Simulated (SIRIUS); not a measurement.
ZrO:

```xyz
2
Lattice="1.8266 -2.9188 0.0000 1.8266 2.9188 0.0000 0.0000 0.0000 2.6199" Properties=species:S:1:pos:R:3 pbc="T T T"
Zr    0.0000    0.0000    0.0000
O     1.8266    0.0000    0.0000
```

The cell was built by a generator and needn't be a form met in nature.

Program: SIRIUS 7.10.0. Alike in all runs: task single point; potentials or basis PseudoDojo 0.4.1 PBE standard (scalar relativistic); no spin polarisation; cell as given; k mesh 6 × 6 × 7; cutoff (eV) 1152; smearing fermi-dirac 0.05 eV.

Problem. Order these runs on this cell by their pressure, lowest first.
A. level PW86PBE; libxc names ["XC_GGA_X_PW86", "XC_GGA_C_PBE"]
B. level SG4; libxc names ["XC_GGA_X_SG4", "XC_GGA_C_SG4"]
C. level LDA; libxc names ["XC_LDA_X", "XC_LDA_C_PW"]
D. level PW91; libxc names ["XC_GGA_X_PW91", "XC_GGA_C_PW91"]
E. level RPBE; libxc names ["XC_GGA_X_RPBE", "XC_GGA_C_PBE"]

Solution. C (57.3 GPa), B (60.2 GPa), D (65.8 GPa), E (68.7 GPa), A (71.8 GPa).

Caveats: a pressure of tens of GPa on the cell as given is suspect, and the run, the potentials or the cell itself is likely at fault; the potentials were made for another functional, which shifts forces and pressure; the potentials were made for a functional far from this one (some runs).

Runs at the PBE level aren't shown here.
